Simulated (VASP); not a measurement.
Wanted: the native input for a VASP 6.6.1 run.

```
Task                   : single point
Functional             : PBEsol
Potentials or basis    : VASP PAW PBE potentials, release 64 (Ni, O)
Cutoff                 : 520 eV
k mesh                 : 11 × 11 × 11
Occupations            : fermi-dirac, width 0.05 eV
Spin                   : collinear spin, ferromagnetic start
Starting moments       : [1.0, 0.0] μB
Ladder                 : free
Further INCAR settings : ALGO = Normal; EDIFF = 1e-07; NBANDS = 19
```

The structure of NiO lies in POSCAR:

```
NiO
1.0
    0.0000000000      2.0859016414      2.0859016414
    2.0859016414      0.0000000000      2.0859016414
    2.0859016414      2.0859016414      0.0000000000
Ni O
1 1
Direct
    0.0000000000      0.0000000000      0.0000000000
    0.5000000000      0.5000000000      0.5000000000
```

One way to write it, as run:

INCAR

```
ALGO = Normal
EDIFF = 1E-7
ENCUT = 520
GGA = PS
ISIF = 2
ISMEAR = -1
ISPIN = 2
LASPH = T
LCHARG = T
LELF = T
LMAXMIX = 4
LORBIT = 11
LREAL = F
LVHAR = T
LWAVE = F
MAGMOM = 1 0
NBANDS = 19
NELM = 100
PREC = Accurate
SIGMA = 0.05
```

KPOINTS

```
k-points
0
Gamma
  11 11 11
```

Potentials or basis: VASP PAW PBE potentials, release 64 (Ni, O).

The run is started by

```sh
$ cat potpaw_PBE.64/Ni/POTCAR potpaw_PBE.64/O/POTCAR > POTCAR
$ mpirun -np 1 vasp_std > vasp.out
```

Results of the run:

* Pressure: -7.6 GPa
* Band gap on the k mesh: none (metal or under the smearing width)
* Net moment: 1.34 μB per cell
* Site moments: Ni +1.12; O +0.19 μB
* Valence electrons inside the program's atomic spheres: Ni 9.04; O 4.93

Caveat: the PAW data sets were made with another functional, which shifts forces and pressure a little; a cell with one magnetic atom can't hold antiferromagnetic order, which such compounds often take; semilocal functionals often make such compounds metallic where correlation or magnetic order opens a gap, which also shifts bond lengths.

It took 29 s on 1 thread of AMD EPYC 9R45 96-Core Processor (Zen 5), on a shared host, peak memory 0.14 GiB.
